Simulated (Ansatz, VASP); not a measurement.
# One calculation of CoO, two programs

INCAR

```
SYSTEM = CoO
ALGO     = Normal         ! electronic algorithm
EDIFF    = 1E-7           ! SCF threshold, eV
ENCUT    = 520            ! plane-wave cutoff, eV
GGA      = PE             ! functional
ISIF     = 2              ! what is computed and relaxed
ISMEAR   = 0              ! smearing method
ISPIN    = 2              ! spin polarisation
LASPH    = .TRUE.         ! aspherical terms in the spheres
LCHARG   = .FALSE.        ! write CHGCAR
LMAXMIX  = 4              ! l up to which the mixer works
LORBIT   = 11             ! projections on sites
LREAL    = .FALSE.        ! projectors in reciprocal space
LWAVE    = .FALSE.        ! write WAVECAR
MAGMOM   = 2 -2 0 0       ! initial moments
NBANDS   = 27             ! bands
NELM     = 100            ! most SCF steps
PREC     = Accurate       ! precision mode
SIGMA    = 0.05           ! smearing width, eV
```

Contents of KPOINTS:

```
k-points
0
G
  6 6 5
  0 0 0
```

File POSCAR:

```
CoO
1.0
    3.0160008800      0.0000000000      0.0000000000
    0.0000000000      3.0160008800      0.0000000000
    0.0000000000      0.0000000000      4.2145007200
Co O
2 2
Direct
    0.0000000000      0.0000000000      0.0000000000
    0.5000000000      0.5000000000      0.5000000000
    0.0000000000      0.0000000000      0.5000000000
    0.5000000000      0.5000000000      0.0000000000
```

File input.yaml:

```yaml
crystal:
  lattice:
    - [3.01600088, 0.0, 0.0]
    - [0.0, 3.01600088, 0.0]
    - [0.0, 0.0, 4.21450072]
  atoms:
    - { symbol: Co, position: [0.0, 0.0, 0.0], spin: 2.0 }
    - { symbol: Co, position: [0.5, 0.5, 0.5], spin: -2.0 }
    - { symbol: O, position: [0.0, 0.0, 0.5] }
    - { symbol: O, position: [0.5, 0.5, 0.0] }
hamiltonian:
  xc: pbe
  pseudopotentials: { kind: paw }
magnetization:
  spin_polarized: true
kpoints:
  mp_grid: { grid: [6, 6, 5] }
scf:
  occupations: { method: gaussian, width: 0.05 }
output:
  forces: true
  stress: true
  eigenvalues: true
```

Alike in both runs: task single point; functional PBE; k mesh 6 × 6 × 5; occupations gaussian, width 0.05 eV; collinear spin, antiferromagnetic start.

|  | VASP | Ansatz |
| --- | --- | --- |
| version | VASP 6.6.1 | Ansatz 0.2.0 |
| potentials or method | VASP PAW PBE potentials, release 64 (Co, O) | Ansatz PAW |
| plane-wave cutoff (eV) | 520 | 420 |
| valence electrons in the cell | 30 | 46 |

|  | VASP | Ansatz | Ansatz less VASP |
| --- | --- | --- | --- |
| gap on the k mesh at the Fermi level (eV) | none | none | - |
| pressure (GPa) | -3.2 | -2.8 | +0.46 |
| largest component of the traceless stress (GPa) | 4.18 | 4.24 | +0.058 |
| net moment per atom (μB) | 0.00 | 0.00 | 0.000 |
| size of the moment on the site where the two differ most (μB) | 2.30 | 2.22 | -0.080 |

Site moments also hang on the region over which each program counts them. A gap of «none» marks a metal or a gap that the smearing closes. The two sets of potentials don't hold the same shells in valence.

Caveats: semilocal functionals often make such compounds metallic where correlation or magnetic order opens a gap, which also shifts bond lengths; the pressure holds a Pulay correction of +0.7 GPa for the finite cutoff (Ansatz). With open d or f shells a metallic result of PBE can be an artefact of self-interaction; +U or a hybrid may open a gap.
